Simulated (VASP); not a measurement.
# MnS (F-43m) in VASP: notebook

One crystal, MnS, is run at these levels: PBE, LDA, PBEsol; tasks: single point, relaxation of cell and atoms.

Program: VASP 6.6.1. These are calculated values, not measurements. Logs are shortened: lines on timing, memory, paths and dates and some standing lists are left out, and cuts for length are marked.

### 1 The crystal as given

Symmetry: F-43m, No. 216, cubic system. Conventional cell: a = 4.947 Å, b = 4.947 Å, c = 4.947 Å, α = 90.00°, β = 90.00°, γ = 90.00°. Mn (site symmetry -43m) is surrounded by 4 S at 2.14 Å. S (site symmetry -43m) has 4 Mn at 2.14 Å as nearest neighbours.

The cell is a database's computed one.

### 2 Single point, PBE, collinear spin, ferromagnetic start

INCAR reads:

```
PREC = Accurate
ENCUT = 520
EDIFF = 1E-6
ISMEAR = 0
SIGMA = 0.05
LREAL = F
LASPH = T
NELM = 100
ALGO = Normal
ISIF = 2
LWAVE = F
LCHARG = F
ISPIN = 2
MAGMOM = 4 0
LORBIT = 11
LMAXMIX = 4
GGA = PE
```

KPOINTS reads:

```
Automatic mesh
0
Gamma
  9 9 9
```

POSCAR reads:

```
MnS
1.0
    0.0000000000      2.4734634191      2.4734634191
    2.4734634191      0.0000000000      2.4734634191
    2.4734634191      2.4734634191      0.0000000000
Mn S
1 1
Cartesian
    0.0000000000      0.0000000000      0.0000000000
    3.7101951286      3.7101951286      3.7101951286
```

Potentials or basis: VASP PAW PBE potentials, release 64 (Mn_pv, S).

On the command line:

```
$ cat potpaw_PBE.64/Mn_pv/POTCAR potpaw_PBE.64/S/POTCAR > POTCAR
$ mpirun -np 1 vasp_std > vasp.out
```

OUTCAR:

```text
PREC = Accurate
   ENCUT = 520
   EDIFF = 1E-6
   ISMEAR = 0
   LREAL = F
   LASPH = T
   NELM = 100
   ISIF = 2
   ISPIN = 2
   LORBIT = 11
   GGA = PE

 ion  position               nearest neighbor table
   1  0.000  0.000  0.000-   2 2.14   2 2.14   2 2.14   2 2.14
   2  0.750  0.750  0.750-   1 2.14   1 2.14   1 2.14   1 2.14

  LATTYP: Found a face centered cubic cell.
 ALAT       =     4.9469268382

  Lattice vectors:

 A1 = (   0.0000000000,   2.4734634191,   2.4734634191)
 A2 = (   2.4734634191,   0.0000000000,   2.4734634191)
 A3 = (   2.4734634191,   2.4734634191,   0.0000000000)

Analysis of symmetry for initial positions (statically):
=====================================================================
 Subroutine PRICEL returns:
 Original cell was already a primitive cell.

 Routine SETGRP: Setting up the symmetry group for a
 face centered cubic supercell.

 Subroutine GETGRP returns: Found 24 space group operations
 (whereof 24 operations were pure point group operations)
 out of a pool of 48 trial point group operations.

The static configuration has the point symmetry T_d .

Analysis of symmetry for dynamics (positions and initial velocities):
=====================================================================
 Subroutine PRICEL returns:
 Original cell was already a primitive cell.

 Routine SETGRP: Setting up the symmetry group for a
 face centered cubic supercell.

 Subroutine GETGRP returns: Found 24 space group operations
 (whereof 24 operations were pure point group operations)
 out of a pool of 48 trial point group operations.

The dynamic configuration has the point symmetry T_d .

Analysis of structural, dynamic, and magnetic symmetry:
=====================================================================
 Subroutine PRICEL returns:
 Original cell was already a primitive cell.

 Routine SETGRP: Setting up the symmetry group for a
 face centered cubic supercell.

 Subroutine GETGRP returns: Found 24 space group operations
 (whereof 24 operations were pure point group operations)
 out of a pool of 48 trial point group operations.

The overall configuration has the point symmetry T_d .

 Subroutine INISYM returns: Found 24 space group operations
 (whereof 24 operations are pure point group operations),
 and found     1 'primitive' translations

----------------------------------------------------------------------------------------

                                     Primitive cell

  volume of cell :      30.2654

  direct lattice vectors                    reciprocal lattice vectors
     0.000000000  2.473463419  2.473463419    -0.202145702  0.202145702  0.202145702
     2.473463419  0.000000000  2.473463419     0.202145702 -0.202145702  0.202145702
     2.473463419  2.473463419  0.000000000     0.202145702  0.202145702 -0.202145702

  length of vectors
     3.498005513  3.498005513  3.498005513     0.350126627  0.350126627  0.350126627

  position of ions in fractional coordinates (direct lattice)
     0.000000000  0.000000000  0.000000000
     0.750000000  0.750000000  0.750000000

  ion indices of the primitive-cell ions
   primitive index   ion index
                 1           1
                 2           2

----------------------------------------------------------------------------------------

 KPOINTS: Automatic mesh

Automatic generation of k-mesh.
 Grid dimensions read from file:
 generate k-points for:    9    9    9

 Generating k-lattice:

  Cartesian coordinates                     Fractional coordinates (reciprocal lattice)
    -0.022460634  0.022460634  0.022460634     0.111111111  0.000000000  0.000000000
     0.022460634 -0.022460634  0.022460634     0.000000000  0.111111111  0.000000000
     0.022460634  0.022460634 -0.022460634     0.000000000  0.000000000  0.111111111

  Length of vectors
     0.038902959  0.038902959  0.038902959

  Shift w.r.t. Gamma in fractional coordinates (k-lattice)
     0.000000000  0.000000000  0.000000000

 Subroutine IBZKPT returns following result:
 ===========================================
[... 52 lines left out ...]
   ISPIN  =      2    spin polarized calculation?
   LNONCOLLINEAR =      F non collinear calculations
   LSORBIT =      F    spin-orbit coupling
   LASPH  =      T    aspherical Exc in radial PAW
   ENCUT  =  520.0 eV  38.22 Ry    6.18 a.u.   6.50  6.50  6.50*2*pi/ulx,y,z
   NELM   =    100;   NELMIN=  2; NELMDL= -5     # of ELM steps
   EDIFF  = 0.1E-05   stopping-criterion for ELM
   LREAL  =      F    real-space projection
   EDIFFG = 0.1E-04   stopping-criterion for IOM
   NSW    =      0    number of steps for IOM
   IBRION =     -1    ionic relax: 0-MD 1-quasi-New 2-CG
   NFREE  =      0    steps in history (QN), initial steepest desc. (CG)
   ISIF   =      2    stress and relaxation
   ISYM   =      2    0-nonsym 1-usesym 2-fastsym
   POTIM  = 0.5000    time-step for ionic-motion
   TEBEG  =    0.0;   TEEND  =   0.0 temperature during run
   PSTRESS=    0.0 pullay stress
   NELECT =      19.0000    total number of electrons
   NUPDOWN=      -1.0000    fix difference up-down
   EMIN   =  10.00;   EMAX   =-10.00  energy-range for DOS
   EFERMI =   0.00;   METHOD = LEGACY
   ISMEAR =     0;   SIGMA  =   0.05  broadening in eV -4-tet -1-fermi 0-gaus
   EFERMI_NEDOS =   21; number of points for ismear=-14 and -15
   IALGO  =     38    algorithm
   IMIX   =      4    mixing-type and parameters
     AMIX     =   0.40;   BMIX     =  1.00
     AMIX_MAG =   1.60;   BMIX_MAG =  1.00
  volume/ion in A,a.u.               =      15.13       102.12
  Fermi-wavevector in a.u.,A,eV,Ry     =   1.401771  2.648964 26.734947  1.964963
  Thomas-Fermi vector in A             =   2.524600
   LORBIT       =     11    0 simple, 1 ext, 2 COOP (PROOUT), +10 PAW based schemes
   GGA     = PE    functional components
   LHFCALC =     F    Hartree Fock is set to
   AEXX    =    0.0000 exact exchange contribution
   IVDW    =     0    specifies the selected vdW correction
   LEPSILON=     F    determine dielectric tensor
   LRPA    =     F    only Hartree local field effects (RPA)
 spin polarized calculation
 Gauss-broadening in eV      SIGMA  =   0.05
  energy-cutoff  :      520.00
  volume of cell :       30.27
 maximum number of plane-waves:       869
 NGX is ok and might be reduce to    28
   NGX = 13   NGY = 13   NGZ = 13

 number of electron      18.9999987 magnetization       0.0004547

 number of electron      18.9999987 magnetization      -0.2438610

 Free energy of the ion-electron system (eV)
  ---------------------------------------------------
  ext. energy  EPLUGINS =         0.00000000
  ---------------------------------------------------
  free energy    TOTEN  =       -13.66873532 eV

  energy without entropy =      -13.66556581  energy(sigma->0) =      -13.66715057

 E-fermi :   7.4378     XC(G=0): -11.2405

 val. band max:        7.4018287524   @ k =  -0.3333   0.3333   0.1111
 cond. band min:       7.4398226116   @ k =  -0.4444   0.3333   0.1111
 fundamental gap:      0.0379938591
 Fermi energy:         7.4377925924

 spin component 1

 k-point     1 :       0.0000    0.0000    0.0000
  band No.  band energies     occupation
      1     -40.1563      1.00000
      2     -40.1563      1.00000
      3     -40.1563      1.00000
      4      -7.8657      1.00000
      5       2.7578      1.00000
      6       2.7578      1.00000
      7       2.7578      1.00000
      8       6.8227      1.00000
      9       6.8227      1.00000
     10      11.1635      0.00000
     11      11.1635      0.00000
     12      11.1635      0.00000
     13      11.2454      0.00000
     14      15.3933      0.00000
[... 598 lines left out ...]
      1     -40.1773      1.00000
      2     -40.1708      1.00000
      3     -40.1655      1.00000
      4      -6.1891      1.00000
      5       1.5485      1.00000
      6       2.2201      1.00000
      7       3.2579      1.00000
      8       5.7952      1.00000
      9       6.6050      1.00000
     10       7.4827      0.10180
     11       8.0590      0.00000
     12       8.9307      0.00000
     13      14.4887      0.00000
     14      16.2031      0.00000
     15      16.8146      0.00000
 Fermi energy:         7.4377925924

 spin component 2

 k-point     1 :       0.0000    0.0000    0.0000
  band No.  band energies     occupation
      1     -40.3861      1.00000
      2     -40.3861      1.00000
      3     -40.3861      1.00000
      4      -7.8750      1.00000
      5       2.7102      1.00000
      6       2.7102      1.00000
      7       2.7102      1.00000
      8       6.5175      1.00000
      9       6.5176      1.00000
     10      11.0926      0.00000
     11      11.0926      0.00000
     12      11.0926      0.00000
     13      11.2172      0.00000
     14      15.3362      0.00000
[... 599 lines left out ...]
      2     -40.4004      1.00000
      3     -40.3951      1.00000
      4      -6.1934      1.00000
      5       1.5053      1.00000
      6       2.1814      1.00000
      7       3.2314      1.00000
      8       5.6994      1.00000
      9       6.4374      1.00000
     10       7.1821      1.00000
     11       7.9300      0.00000
     12       8.7024      0.00000
     13      14.4447      0.00000
     14      16.1606      0.00000
     15      16.7591      0.00000

------------------------ aborting loop because EDIFF is reached ----------------------------------------

  FORCE on cell =-STRESS in cart. coord.  units (eV):
  Direction    XX          YY          ZZ          XY          YZ          ZX
  --------------------------------------------------------------------------------------
  -------------------------------------------------------------------------------------
  Total        0.5924508      0.5924508      0.5924508      0.0000000     -0.0000000      0.0000000
  in kB       31.3629114     31.3629114     31.3629114      0.0000000     -0.0000000      0.0000000
  external PRESSURE =      31.3629114 kB  Pullay stress =       0.0000000 kB

 VOLUME and BASIS-vectors are now :
 -----------------------------------------------------------------------------
  energy-cutoff  :      520.00
  volume of cell :       30.27
      direct lattice vectors                 reciprocal lattice vectors
     0.000000000  2.473463419  2.473463419    -0.202145702  0.202145702  0.202145702
     2.473463419  0.000000000  2.473463419     0.202145702 -0.202145702  0.202145702
     2.473463419  2.473463419  0.000000000     0.202145702  0.202145702 -0.202145702

 POSITION                                       TOTAL-FORCE (eV/Angst)
 -----------------------------------------------------------------------------------
      0.00000      0.00000      0.00000        -0.000000     -0.000000      0.000000
      3.71020      3.71020      3.71020         0.000000      0.000000     -0.000000
 -----------------------------------------------------------------------------------
    total drift:                               -0.000001     -0.000001     -0.000001

  FREE ENERGIE OF THE ION-ELECTRON SYSTEM (eV)
  ---------------------------------------------------
  free  energy   TOTEN  =       -13.6687353249 eV

  energy  without entropy=      -13.6655658060  energy(sigma->0) =      -13.66715057

 total charge

# of ion       s       p       d       tot
------------------------------------------
    1        0.353   6.313   5.366  12.031
    2        1.322   2.426   0.000   3.748
--------------------------------------------------
tot          1.675   8.739   5.366  15.779

 magnetization (x)

# of ion       s       p       d       tot
------------------------------------------
    1       -0.008  -0.004  -0.221  -0.233
    2        0.001   0.003   0.000   0.004
--------------------------------------------------
tot         -0.007  -0.001  -0.221  -0.229
```

It took 2.2 min on 1 thread of Intel Xeon Platinum 8559C (Emerald Rapids), shared host; peak memory 0.19 GiB.

Results:

```yaml
Free_energy: -13.6687 eV
Pressure: 3.1 GPa
Band_gap_on_the_k_mesh: none (metal or under the smearing width)
Net_moment: -0.24 μB per cell
Site_moments: Mn -0.23; S +0.00 μB
Valence_electrons_inside_the_program's_atomic_spheres: Mn 12.03; S 3.75
```

Caveat: the moment fell far below its start of 4 μB, so a state of higher moment may lie lower in energy; semilocal functionals often make such compounds metallic where correlation or magnetic order opens a gap, which also shifts bond lengths. With open d or f shells a metallic result of PBE can be an artefact of self-interaction; +U or a hybrid may open a gap.

### 3 Single point, PBE, collinear spin, ferromagnetic start

run.py reads:

```python
from ase.calculators.vasp import Vasp
from ase.dft.bandgap import bandgap
from ase.spacegroup import crystal

atoms = crystal(
    ['Mn', 'S'],
    basis=[[0.0, 0.0, 0.0], [0.25, 0.25, 0.25]],
    spacegroup=216,
    setting=1,
    cellpar=[4.94692684, 4.94692684, 4.94692684, 90.0, 90.0, 90.0],
    primitive_cell=True,
)
atoms.set_initial_magnetic_moments([4.0, 0.0])
calc = Vasp(
    directory='calc',
    xc='pbe',
    pp='PBE',
    setups='materialsproject',
    prec='Accurate',
    encut=520,
    ediff=1e-07,
    ismear=0,
    sigma=0.05,
    lreal=False,
    lasph=True,
    nelm=150,
    algo='Normal',
    isif=2,
    lwave=False,
    lcharg=True,
    ispin=2,
    lorbit=11,
    lmaxmix=4,
    lelf=True,
    lvhar=True,
    kpts=[9, 9, 9],
    gamma=True,
    nbands=20,
)
atoms.calc = calc

print('energy (eV):', atoms.get_potential_energy())
print('free energy (eV):', atoms.get_potential_energy(force_consistent=True))
print('forces (eV/A):')
print(atoms.get_forces())
print('stress (eV/A^3, Voigt):', atoms.get_stress())
print('Fermi level (eV):', calc.get_fermi_level())
print('moment (muB):', atoms.get_magnetic_moment())
print('site moments (muB):', atoms.get_magnetic_moments())
gap, top, bottom = bandgap(calc)
print('band gap (eV):', gap, 'from (spin, k, band)', top, 'to', bottom)
```

Potentials or basis: VASP PAW PBE potentials, release 64 (Mn_pv, S).

On the command line:

```
$ python run.py
```

Wall time 81 s (1 thread of Intel Xeon Platinum 8559C (Emerald Rapids), shared host); peak memory 0.18 GiB.

It converged, with:

- Free energy: -13.6687 eV
- Pressure: 3.0 GPa
- Band gap on the k mesh: none (metal or under the smearing width)
- Net moment: 0.24 μB per cell
- Site moments: Mn +0.23; S -0.00 μB
- Valence electrons inside the program's atomic spheres: Mn 12.03; S 3.75

Levels at points of the mesh, in eV from the Fermi level:
Spin up:
| k point | band 6 | band 7 | band 8 | band 9 | band 10 | band 11 | band 12 | band 13 | band 14 | band 15 |
| --- | --- | --- | --- | --- | --- | --- | --- | --- | --- | --- |
| (0.00, 0.00, 0.00) | -4.73 | -4.73 | -0.92 | -0.92 | 3.66 | 3.66 | 3.66 | 3.78 | 7.90 | 7.90 |
Spin down:
```csv
k point,band 7,band 8,band 9,band 10,band 11,band 12
"(0.00, 0.00, 0.00)",-4.68,-0.62,-0.62,3.73,3.73,3.73
```

Caveat: the moment fell far below its start of 4 μB, so a state of higher moment may lie lower in energy; semilocal functionals often make such compounds metallic where correlation or magnetic order opens a gap, which also shifts bond lengths. With open d or f shells a metallic result of PBE can be an artefact of self-interaction; +U or a hybrid may open a gap.

### 4 Relaxation of cell and atoms, LDA, collinear spin, ferromagnetic start

INCAR reads:

```
PREC = Accurate ; ENCUT = 600
EDIFF = 1E-7 ; ISMEAR = -1
SIGMA = 0.05 ; LREAL = F
LASPH = T ; NELM = 100
ALGO = Normal ; ISIF = 3
LWAVE = F ; LCHARG = F
ISPIN = 2 ; MAGMOM = 4 0
LORBIT = 11 ; LMAXMIX = 4
GGA = CA ; IBRION = 2
NSW = 40 ; EDIFFG = -0.02
```

KPOINTS reads:

```
regular mesh
0
Gamma
  8 8 8
```

POSCAR: that of step 2 with these lines changed.

```diff
@@ -7,4 +7,4 @@
 1 1
-Cartesian
+Direct
     0.0000000000      0.0000000000      0.0000000000
-    3.7101951286      3.7101951286      3.7101951286
+    0.7500000000      0.7500000000      0.7500000000
```

Potentials or basis: VASP PAW LDA potentials, release 64 (Mn_pv, S).

On the command line:

```
$ cat potpaw_LDA.64/Mn_pv/POTCAR potpaw_LDA.64/S/POTCAR > POTCAR
$ mpirun -np 1 vasp_std > vasp.out
```

Wall time 95 s (1 thread of Intel Xeon Platinum 8259CL at 2.50GHz (Skylake/Cascade Lake), shared host); peak memory 0.17 GiB.

The run converged. Its results:

- Free energy: -15.6070 eV
- Relaxed volume: 14.45 Å³/atom
- Relaxed cell: a = 3.444 Å, b = 3.444 Å, c = 3.444 Å, α = 60.00°, β = 60.00°, γ = 60.00°
- Space group after relaxing (to 0.05 Å): F-43m (No. 216)
- Energy gained by relaxing: 15.4 meV/atom
- Ionic steps: 3
- Pressure after relaxing: -0.1 GPa
- Band gap on the k mesh: none (metal or under the smearing width)
- Net moment: 0.00 μB per cell
- Valence electrons inside the program's atomic spheres: Mn 12.15; S 3.75

The path:
| step | energy change (eV) | largest force (eV/Å) | pressure (GPa) | volume (Å³) |
| --- | --- | --- | --- | --- |
| 1 | 0.0000 | 0.0000 | -6.84 | 30.27 |
| 2 | 0.0045 | 0.0000 | 8.71 | 27.52 |
| 3 | -0.0307 | 0.0000 | -0.09 | 28.89 |

Final structure:
```
CELL_PARAMETERS angstrom
0.00000 2.43550 2.43550
2.43550 0.00000 2.43550
2.43550 2.43550 0.00000
ATOMIC_POSITIONS crystal
Mn 0.00000 0.00000 0.00000
S 0.75000 0.75000 0.75000
```

Levels at points of the mesh, in eV from the Fermi level:
Spin up:
```
           k point  band 6  band 7  band 8  band 9  band 10  band 11  band 12  band 13
(0.00, 0.00, 0.00)   -4.82   -4.82   -0.78   -0.78     3.98     3.98     3.98     4.04
(0.50, 0.00, 0.00)   -4.50   -4.50   -0.51   -0.51    -0.35     2.08     2.08     5.65
(0.50, 0.50, 0.00)   -4.05   -4.05   -1.90   -0.12    -0.05     0.25     0.25     5.83
```
Spin down:
| k point | band 5 | band 6 | band 7 | band 8 | band 9 | band 10 | band 11 | band 12 | band 13 | band 14 |
| --- | --- | --- | --- | --- | --- | --- | --- | --- | --- | --- |
| (0.00, 0.00, 0.00) | -4.82 | -4.82 | -4.82 | -0.78 | -0.78 | 3.98 | 3.98 | 3.98 | 4.04 | 8.11 |
| (0.50, 0.00, 0.00) | -6.79 | -4.50 | -4.50 | -0.51 | -0.51 | -0.35 | 2.08 | 2.08 | 5.65 | 8.89 |
| (0.50, 0.50, 0.00) | -6.89 | -4.05 | -4.05 | -1.90 | -0.12 | -0.05 | 0.25 | 0.25 | 5.83 | 7.01 |

Caveat: the starting moments collapsed, and a magnetic state may lie lower; semilocal functionals often make such compounds metallic where correlation or magnetic order opens a gap, which also shifts bond lengths. With open d or f shells a metallic result of LDA can be an artefact of self-interaction; +U or a hybrid may open a gap.

(Part 1 of 2 ends here.)
